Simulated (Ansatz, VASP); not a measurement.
One calculation of CdS, two programs

The input INCAR:

```
ALGO = Normal
EDIFF = 1E-6
ENCUT = 520
GGA = PE
ISIF = 2
ISMEAR = 0
LASPH = True
LCHARG = False
LREAL = False
LWAVE = False
NBANDS = 16
NELM = 60
PREC = Accurate
SIGMA = 0.05
```

File KPOINTS:

```
k-points
0
Gamma
  8 8 8
```

The input POSCAR:

```
CdS
1.0
    0.0000000000      2.9099991734      2.9099991734
    2.9099991734      0.0000000000      2.9099991734
    2.9099991734      2.9099991734      0.0000000000
Cd S
1 1
Direct
    0.0000000000      0.0000000000      0.0000000000
    0.7500000000      0.7500000000      0.7500000000
```

Input for Ansatz:

```yaml
crystal:
  lattice:
    - [0.0, 2.9099991734, 2.9099991734]
    - [2.9099991734, 0.0, 2.9099991734]
    - [2.9099991734, 2.9099991734, 0.0]
  atoms:
    - { symbol: Cd, position: [0.0, 0.0, 0.0] }
    - { symbol: S, position: [0.75, 0.75, 0.75] }
basis:
  ecutwfc: 420
  ecutrho_ratio: 4
kpoints:
  mp_grid: { grid: [8, 8, 8] }
hamiltonian:
  xc: pbe
scf:
  occupations: { method: gaussian, width: 0.05 }
output:
  forces: true
  stress: true
  eigenvalues: true
```

Alike in both runs: task single point; functional PBE; k mesh 8 × 8 × 8; occupations gaussian, width 0.05 eV; no spin polarisation.

|  | VASP | Ansatz |
| --- | --- | --- |
| version | VASP 6.6.1 | Ansatz 0.2.0 |
| potentials or method | VASP PAW PBE potentials, release 64 (Cd, S) | scalar-relativistic, plane waves, PAW |
| plane-wave cutoff (eV) | 520 | 420 |
| valence electrons in the cell | 18 | 26 |

Ansatz gave:

```
gap on the k mesh at the Fermi level (eV) : 1.16
least direct gap on the mesh (eV)         : 1.16
pressure (GPa)                            : 3.3
```

Q: What did VASP give for the same quantities?

A: gap on the k mesh at the Fermi level (eV): 1.16; least direct gap on the mesh (eV): 1.16; pressure (GPa): 3.7.

The two sets of potentials don't hold the same shells in valence.

As with any semilocal functional, this PBE gap is likely too small.
